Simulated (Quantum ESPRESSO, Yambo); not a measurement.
# GaP (F-43m): G0W0 with Yambo, start to end, part 3 of 3

Wanted: ground state, empty states, screening and self-energy for GaP (F-43m).

Quantum ESPRESSO 7.5 and Yambo 5.3.0; PBE and many-body steps on it, plane waves. Known limits of the many-body steps: not at the basis limit; exchange with frozen shells missing; no spin-orbit coupling.

So far. Step 3 (Bands along the symmetry lines): The gap is 1.593 eV, −0.060 eV from the run before at this level. Step 4 (Empty states on the mesh, 6×6×6 mesh, 268 bands): On this mesh the gap is 1.653 eV.

## 6. Screening and self-energy, 6×6×6 mesh, 268 bands, screening to 217.7 eV

G0W0 replaces the xc potential by the self-energy, built once from these orbitals. Only a window of levels is corrected, while the sums run over the empty bands that the input names.

This step: G0W0 on PBE, plane waves, norm-conserving pseudopotentials.

File gw3.in:

```
HF_and_locXC
gw0
dyson
ppa
em1d
rim_cut
RandQpts= 1000000
RandGvec= 1 RL
EXXRLvcs= 72 Ry
VXCRLvcs= 288 Ry
Chimod= "HARTREE"
% BndsRnXp
 1 | 268 |
%
NGsBlkXp= 16 Ry
% LongDrXp
 1 | 1 | 1 |
%
% GbndRnge
 1 | 268 |
%
DysSolver= "n"
ExtendOut
PPAPntXp= 27.21138 eV
% QPkrange
 1 | 1 | 8 | 11 |
 13 | 13 | 8 | 11 |
%
```

On the command line:

```
> OMP_NUM_THREADS=1 mpirun -n 4 yambo -F gw3.in -J gw3 -C gw3 > gw3.log
```

Log:

```text
 Yambo, version 5.3.0

 [02] CORE Variables Setup
 =========================

  [... cell, symmetries and grids as in the set-up ...]

  [02.05] Energies & Occupations
  ==============================

  [X] === General ===
  [X] Electronic Temperature                        :  0.000000  0.000000 [eV K]
  [X] Bosonic    Temperature                        :  0.000000  0.000000 [eV K]
  [X] Finite Temperature mode                       : no
  [X] El. density                                   :  0.44466E+24 [cm-3]
  [X] Fermi Level                                   :  7.619618 [eV]

  [X] === Gaps and Widths ===
  [X] Conduction Band Min                           :  1.652582 [eV]
  [X] Valence Band Max                              :  0.000000 [eV]
  [X] Filled Bands                                  :   9
  [X] Empty Bands                                   :   10  268
  [X] Direct Gap                                    :  1.816923 [eV]
  [X] Direct Gap localized at k                     :  1
  [X] Indirect Gap                                  :  1.652582 [eV]
  [X] Indirect Gap between kpts                     :   1  13
  [X] Last valence band width                       :  3.261558 [eV]
  [X] 1st conduction band width                     :  2.254772 [eV]

 [03] Transferred momenta grid and indexing
 ==========================================

 IBZ Q-points                                      :  16
 BZ  Q-points                                      :  216

 K/Q-points units:
 rlu = crystal or reduced units; cc = cartesian coordinates; iku = interal k-units

 Q [ 1]         [rlu]:  0.000000  0.000000  0.000000
 Q [ 2]         [rlu]:  0.25176E-17  0.25176E-17  0.16667
 Q [ 3]         [rlu]:  0.50351E-17  0.50351E-17  0.33333
 Q [ 4]         [rlu]:  0.51853E-17  0.51853E-17 -0.50000
 Q [ 5]         [rlu]:  0.12525E-16  0.16667      0.16667
 Q [ 6]         [rlu]:  0.25267E-16  0.16667      0.33333
 Q [ 7]         [rlu]: -0.26970E-17  0.16667      0.50000
 Q [ 8]         [rlu]:  0.51853E-17  0.16667     -0.33333
 Q [ 9]         [rlu]: -0.32791E-16  0.16667     -0.16667
 Q [10]         [rlu]:  0.25050E-16  0.33333      0.33333
     [... 4 further rows ...]
 Q [15]         [rlu]:  0.166667  0.333333 -0.333333
 Q [16]         [rlu]:  0.166667 -0.500000 -0.333333

 [04] Coloumb potential Random Integration (RIM)
 ===============================================

  [04.01] RIM initialization
  ==========================

  * Diagonal components only detected *

  8 x (sBL volume)        :  0.033630 [a.u.]
  sBZ random points       :  1000000
  Points outside the sBZ  :   7968281
  RL volume               :  0.908017 [a.u.]
  Integrated volume       :  0.911631 [a.u.]

  [04.02] RIM integrals
  =====================

  Gamma point sphere radius             :  0.058550 [a.u.]
  Points outside the sphere             :   800476
  [Int_sBZ(q=0) 1/q^2]*(Vol_sBZ)^(-1/3) =:  7.776341
                                 should be <:  7.795600

  Summary of Coulomb integrals for non-metallic bands |Q|[au] RIM/Bare

  Q [1] 0.100000E-4 0.997530 * Q [2] 0.176098 1.068480
  Q [5] 0.203340 1.068537 * Q [9] 0.287567 1.030488
  Q [6] 0.337202 1.023143 * Q [3] 0.352196 1.020326
  Q [10] 0.406681 1.017560 * Q [8] 0.443170 1.014854
  Q [14] 0.454683 1.014341 * Q [7] 0.498080 1.012352
  Q [11] 0.528294 1.011710 * Q [4] 0.528294 1.011454
  Q [12] 0.575133 1.010544 * Q [15] 0.601489 1.009943
  Q [13] 0.610021 1.009481 * Q [16] 0.643018 1.008827

 [05] Dipoles
 ============

  [05.01] Setup: observables and procedures
  =========================================

 [06] Dynamic Dielectric Matrix (PPA)
 ====================================

 [WR./gw3//ndb.pp]---------------------------------------------------------------
  Brillouin Zone Q/K grids (IBZ/BZ)                :   16  216   16  216
  RL vectors                                       :   3647 [WF]
  Coulomb cutoff potential                         : none
  Electronic Temperature                           :  0.000000 [K]
  Bosonic    Temperature                           :  0.000000 [K]
  PPA    diel. fun.  energies                      : Perdew, Burke & Ernzerhof(X)+Perdew, Burke & Ernzerhof(C)
  wavefunctions                                    : Perdew, Burke & Ernzerhof(X)+Perdew, Burke & Ernzerhof(C)
  Global Gauge                                     : length
  X matrix size                                    :  307
  X band range                                     :    1  268
  X e/h energy range                               : -1.000000 -1.000000 [eV]
  X Time ordering                                  : R
  X Hxc Kernel                                     : HARTREE
  X Drude frequency                                :  0.000000  0.000000
  X poles                                          :  100.0000 [o/o]
  RL vectors in the sum                            :   3647
  [r,Vnl] included                                 : yes
  Field direction                                  :  0.577350E-5  0.577350E-5  0.577350E-5
  BZ energy Double Grid                            : no
  BZ energy DbGd points                            : 0
  BZ Q point size factor                           : -1.000000
  X Optical Averaged directions                    : none

 [07] Local Exchange-Correlation + Non-Local Fock
 ================================================

 [VXC] Plane waves :  22419
 [EXS] Plane waves :  2837

 QP @ state[ 1 ] K range:  1  1
 QP @ state[ 1 ] b range:   8  11
 QP @ state[ 2 ] K range:  13  13
 QP @ state[ 2 ] b range:   8  11

 [xc] Functional : Perdew, Burke & Ernzerhof(X)+Perdew, Burke & Ernzerhof(C)
 [xc] LIBXC used to calculate xc functional
  PP Number of Atomic Species                      :  2
  NLCC RL compoments                               :  22419
  PP Number of Atomic Species                      :  2
  NLCC RL compoments                               :  22419

 [xc] E_xc :  -10.80444 [Ha]
      E_xc :  -21.60888 [Ry]

  Local XC kind (lXC) : Perdew, Burke & Ernzerhof(X)+Perdew, Burke & Ernzerhof(C)
  Non-Local XC kind (nlXC) : Hartree-Fock

  Corrections @ K [1] :  [eV]
 <8|nlXC|8> = -14.39071  0.11463E-16 <8|lXC|8> = -12.82108  0.70806E-16
 <9|nlXC|9> = -14.39072 -0.19389E-17 <9|lXC|9> = -12.82108  0.000000
 <10|nlXC|10> = -8.269671 -0.21756E-17 <10|lXC|10> = -12.31178  0.000000
 <11|nlXC|11> = -6.935920  0.25130E-18 <11|lXC|11> = -10.87053 -0.28323E-15

  Corrections @ K [13] :  [eV]
 <8|nlXC|8> = -14.58555  0.92692E-18 <8|lXC|8> = -11.50137 -0.47204E-16
 <9|nlXC|9> = -14.58554 -0.81921E-17 <9|lXC|9> = -11.50137 -0.47204E-16
 <10|nlXC|10> = -5.692731 -0.13152E-17 <10|lXC|10> = -9.381860  0.10031E-15
 <11|nlXC|11> = -6.588212 -0.23024E-17 <11|lXC|11> = -10.53001  0.19914E-16

 [08] Dyson equation: Newton solver
 ==================================

  [08.01] G0W0 (W PPA)
  ====================

  [  GW  ] Bands range     :    1  268
  [GW/PPA] G damping       :  0.100000 [eV]

  QP @ state[ 1 ] K range:  1  1
  QP @ state[ 1 ] b range:   8  11
  QP @ state[ 2 ] K range:  13  13
  QP @ state[ 2 ] b range:   8  11

   Sc/G bands                                       :    1  268
   Sc/G damping                                     :  0.100000 ev
   Sc bands terminator                              : no
   Sx RL components                                 :  2837

   QP @ state[ 1 ] K range                          :  1  1
   QP @ state[ 1 ] b range                          :   8  11
   QP @ state[ 2 ] K range                          :  13  13
   QP @ state[ 2 ] b range                          :   8  11
   GF energies kind                                 : Perdew, Burke & Ernzerhof(X)+Perdew, Burke & Ernzerhof(C)
   GF WF`s kind                                     : Perdew, Burke & Ernzerhof(X)+Perdew, Burke & Ernzerhof(C)
   Xs energies kind                                 : Perdew, Burke & Ernzerhof(X)+Perdew, Burke & Ernzerhof(C)
   Xs WF`s kind                                     : Perdew, Burke & Ernzerhof(X)+Perdew, Burke & Ernzerhof(C)

 [11] Game Over & Game summary
```

It took 21 min on 4 MPI ranks of Arm Neoverse V1, shared host; peak memory 2.3 GiB; 84 min of CPU time.

This step gave:

| Item | Value |
| --- | --- |
| G0W0 gap on the points computed | 2.254 eV |
| starting gap on the mesh | 1.653 eV |
| k of the valence top | 0, 0, 0 |
| k of the conduction bottom | 0, -0.5, -0.5 |
| least direct G0W0 gap on the computed points | 2.341 eV |
| Z at the valence top | 0.7843 |
| Z at the conduction bottom | 0.8084 |

The gap on the mesh goes from 1.65 eV to 2.25 eV, a correction of +0.60 eV.

Limits: finite bands, cutoff and mesh; exchange with frozen shells missing; no spin-orbit coupling. v1 is the top filled band, c1 the lowest empty one. The levels before and after the correction (eV, zero at the valence-band top of each column):

|  | conduction bottom | valence top |
| --- | --- | --- |
| Kohn-Sham | 1.65 | 0.00 |
| G0W0 | 2.25 | 0.00 |

|  | level | energy (eV) |
| --- | --- | --- |
| Kohn-Sham | Γ v2-v1 | 0.000 |
| Kohn-Sham | Γ c1 | 1.817 |
| Kohn-Sham | Γ c2 | 3.887 |
| Kohn-Sham | (0 -0.5 -0.5) v2-v1 | -2.683 |
| Kohn-Sham | (0 -0.5 -0.5) c1 | 1.653 |
| Kohn-Sham | (0 -0.5 -0.5) c2 | 1.822 |
| G0W0 | Γ v2-v1 | 0.000 |
| G0W0 | Γ c1 | 2.341 |
| G0W0 | Γ c2 | 4.408 |
| G0W0 | (0 -0.5 -0.5) v2-v1 | -3.005 |
| G0W0 | (0 -0.5 -0.5) c1 | 2.254 |
| G0W0 | (0 -0.5 -0.5) c2 | 2.506 |

## 7. Where the time went

Times are wall times on the hardware named with each run, good to a factor of about two.

| step | time | share | memory (GiB) |
| --- | --- | --- | --- |
| ground state | 3.4 s | 0 % | 0.22 |
| bands along the symmetry lines | 3.6 s | 0 % | 0.19 |
| empty states on the mesh | 35 s | 3 % | 0.47 |
| conversion and set-up | 2.8 s | 0 % | 0.24 |
| screening and self-energy | 21 min | 97 % | 2.3 |

## 8. Summary of results

```yaml
pbe_gap: 1.59 eV, indirect
g0w0_gap_on_the_mesh: 2.25 eV
g0w0_gap_over_the_zone_rigid_shift: 2.19 eV
gw_settings: 6×6×6 mesh, 268 bands, screening to 217.7 eV, Godby-Needs plasmon pole
known_limits: not at the basis limit; exchange with frozen shells missing; no spin-orbit coupling
```

In words: G0W0 moves the gap on the mesh from 1.65 eV to 2.25 eV (+0.60 eV), with Z of 0.78 and 0.81 at the edges. The mesh misses the band edges by 0.06 eV in all; a rigid shift gives 2.19 eV for the zone. Only 2 of the mesh's irreducible points were corrected, so a valley elsewhere could overtake. The dearest step here is «screening and self-energy». Against experiment, by G0W0@PBE: the gap of 2.19 eV lies −0.06 eV from the measured 2.25 ± 0.04 eV (indirect, 300 K, on Si, 2020). The calculation has static nuclei and no excitons; a measured gap holds zero-point and thermal motion, which mostly lowers it. Bands and cutoff are finite, so the gap is not at the basis limit. The miss can reach some tenths of an eV and take either sign; the mesh is an error of its own. In the G0W0 run levels were corrected at 2 k points alone, so a gap called «on the mesh» is the least over those, and an edge elsewhere would be missed. A denser mesh or path gives a starting gap of 1.59 eV: the GW mesh misses a band edge, so its gaps are not the fundamental one. The norm-conserving file of at least one element keeps a d shell over frozen s and p shells of the same row. Exchange with those shells is missing from the self-energy, an error of 0.3 to 0.9 eV in cases checked, whose sign depends on which edge lies on those atoms. The many-body steps are scalar-relativistic: spin-orbit coupling is not in them.

[Paths, hosts, dates, memory and timing lines, banners, echoed tables and standing remarks are left out of the program output.]

[Logs are printed without paths, hosts, clocks, repeated set-up lines and the standing remarks that a program may print on its own settings, such as how far it seeks lower states.]

[Runs of the session that timed out or met a known fault of the program may be left out.]

[Hosts, paths, dates, database ids (printed as entryN), source tags and the programs' standing remarks are cut or masked in the printed files.]
